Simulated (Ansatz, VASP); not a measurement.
WS2: VASP beside Ansatz

File POSCAR:

```
WS2
1.0
    3.1699334333      0.0000000000      0.0000000000
   -1.5849667167      2.7452428816      0.0000000000
    0.0000000000      0.0000000000     12.4913127957
W S
2 4
Direct
    0.3333333333      0.6666666667      0.7501134825
    0.6666666667      0.3333333333      0.2498865175
    0.3333333333      0.6666666667      0.1247807871
    0.6666666667      0.3333333333      0.6250080566
    0.3333333333      0.6666666667      0.3749919434
    0.6666666667      0.3333333333      0.8752192129
```

The input INCAR.step1:

```
SYSTEM = WS2
  ALGO = Normal
  EDIFF = 1E-4
  ENCUT = 520
  GGA = PE
  ISMEAR = 0
  LASPH = .True.
  LCHARG = .False.
  LREAL = .False.
  LWAVE = .True.
  NBANDS = 35
  NELM = 60
  PREC = Accurate
  SIGMA = 0.01
```

INCAR.step2

```
SYSTEM = WS2
  ALGO = Normal
  EDIFF = 1E-7
  ENCUT = 520
  ISIF = 2
  ISMEAR = 0
  ISTART = 1
  LASPH = .True.
  LCHARG = .False.
  LMIXTAU = .True.
  LREAL = .False.
  LWAVE = .False.
  METAGGA = R2SCAN
  NBANDS = 35
  NELM = 60
  PREC = Accurate
  SIGMA = 0.01
```

The input KPOINTS:

```
k-points
0
Gamma
  6 6 2
  0 0 0
```

Input for Ansatz:

```yaml
crystal:
  lattice:
    - [3.1699334333, 0.0, 0.0]
    - [-1.5849667167, 2.7452428816, 0.0]
    - [0.0, 0.0, 12.4913127957]
  atoms:
    - { symbol: W, position: [0.3333333333, 0.6666666667, 0.7501134825] }
    - { symbol: W, position: [0.6666666667, 0.3333333333, 0.2498865175] }
    - { symbol: S, position: [0.3333333333, 0.6666666667, 0.1247807871] }
    - { symbol: S, position: [0.6666666667, 0.3333333333, 0.6250080566] }
    - { symbol: S, position: [0.3333333333, 0.6666666667, 0.3749919434] }
    - { symbol: S, position: [0.6666666667, 0.3333333333, 0.8752192129] }
kpoints:
  mp_grid: { grid: [6, 6, 2] }
hamiltonian:
  xc: r2scan
scf:
  occupations: { method: fixed }
  n_extra_bands: 5
output:
  forces: true
  stress: true
  eigenvalues: true
```

The cell is a database's computed one.

Alike in both runs: task single point; functional r2SCAN; k mesh 6 × 6 × 2; no spin polarisation.

```csv
,VASP,Ansatz
version,VASP 6.6.1,Ansatz 0.2.0
potentials or method,"VASP PAW PBE potentials, release 64 (W_sv, S)","plane waves, PAW"
plane-wave cutoff (eV),520,500
occupations,"gaussian, width 0.01 eV",fixed
valence electrons in the cell,52,52
```

|  | VASP | Ansatz | Ansatz less VASP |
| --- | --- | --- | --- |
| gap on the k mesh at the Fermi level (eV) | 1.17 | 1.16 | -0.012 |
| pressure (GPa) | 1.5 | 1.3 | -0.19 |
| largest component of the traceless stress (GPa) | 0.17 | 0.11 | -0.060 |
| rms of the force components (eV/Å) | 0.012 | 0.022 | +0.0106 |

Atom by atom the forces differ by 0.011 eV/Å (rms over components).

Caveats: the PAW data sets were made with another functional, which shifts forces and pressure a little (VASP); spin-orbit coupling is left out, which moves the levels of the heavy elements. r2SCAN opens gaps a little over a GGA but as a rule still falls short of measured ones. A k mesh can miss the band edges.
